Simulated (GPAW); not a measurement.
Crystal: SnSe2.

```
Sn Se
1.0
     3.81100    0.00000    0.00000
    -1.90550    3.30042    0.00000
     0.00000    0.00000    6.13600
Sn Se
1 2
Direct
  0.00000 0.00000 0.00000
  0.66667 0.33333 0.75100
  0.33333 0.66667 0.24900
```

```yaml
Program: GPAW 26.7.0
Task: single point
Functional: PBEsol
Potentials_or_basis: PAW data sets generated in the run's folder for this functional
Cutoff: 600 eV
Basis: pw
k_mesh: 8 × 8 × 5
Occupations: fermi-dirac, width 0.05 eV
Spin: no spin polarisation
```

On this cell: pressure 2.3 GPa; largest force 0.576 eV/Å; band gap on the k mesh 0.75 eV, indirect (least direct gap 1.01 eV).

The same run follows on a disturbed copy (atoms moved at random, drawn with an rms of 0.05 Å):

```
Sn Se
1.0
     3.81100    0.00000    0.00000
    -1.90550    3.30042    0.00000
     0.00000    0.00000    6.13600
Sn Se
1 2
Direct
  0.99693 0.99596 0.99812
  0.66899 0.34235 0.74947
  0.33318 0.66846 0.25317
```

Q: What changes?

A: The energy moves by -3.3 meV/atom; pressure 1.7 GPa; largest force 0.588 eV/Å; band gap on the k mesh 0.69 eV, indirect (least direct gap 1.00 eV).

Forces in eV/Å, atoms in the order of the input:
```
Sn  -0.012  0.202  0.319
Se   0.016 -0.168 -0.563
Se  -0.004 -0.034  0.245
```

Stress tensor (GPa, compression positive):
```
 1.11  0.01 -0.05
 0.01  1.33  0.36
-0.05  0.36  2.55
```

Caveats: spin-orbit coupling is left out, which moves the levels of the heavy elements; an odd mesh through Γ misses points on the zone boundary, where band edges often lie; this functional lacks dispersion, which binds the layers, so the pressure and a relaxed spacing across them are unreliable (some runs).
